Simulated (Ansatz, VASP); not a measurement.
# One calculation of C, two programs

```xyz
4
Lattice="2.4091 0.0000 0.0000 -1.2045 2.1361 0.0000 0.0000 0.0000 8.5653" Properties=species:S:1:pos:R:3 pbc="T T T"
C     0.0000    0.0000    0.0214
C     0.0000    0.0000    4.3041
C     0.0000    1.4240    0.0214
C     1.2045    0.7120    4.3041
```

Change from the starting cell: mode 4 frozen in at +0.000 Å, normal strain along x -0.0233.

Alike in both runs: task single point; functional PBE; k mesh 18 × 18 × 6; occupations gaussian, width 0.15 eV; no spin polarisation.

```csv
,VASP,Ansatz
version,VASP 6.6.1,Ansatz 0.2.0
potentials or method,"VASP PAW PBE potentials, release 64 (C)","scalar-relativistic, plane waves, PAW"
plane-wave cutoff (eV),520,520
valence electrons in the cell,16,16
```

```tsv
	VASP	Ansatz	Ansatz less VASP
gap on the k mesh at the Fermi level (eV)	0.22	0.22	-0.001
least direct gap on the mesh (eV)	0.22	0.22	-0.001
pressure (GPa)	8.5	8.1	-0.36
largest component of the traceless stress (GPa)	12.88	12.65	-0.237
rms of the force components (eV/Å)	0.165	0.163	-0.0022
```

Atom by atom the forces differ by 0.002 eV/Å (rms over components).

Caveats: this functional lacks dispersion, which binds the layers, so the pressure and a relaxed spacing across them are unreliable.
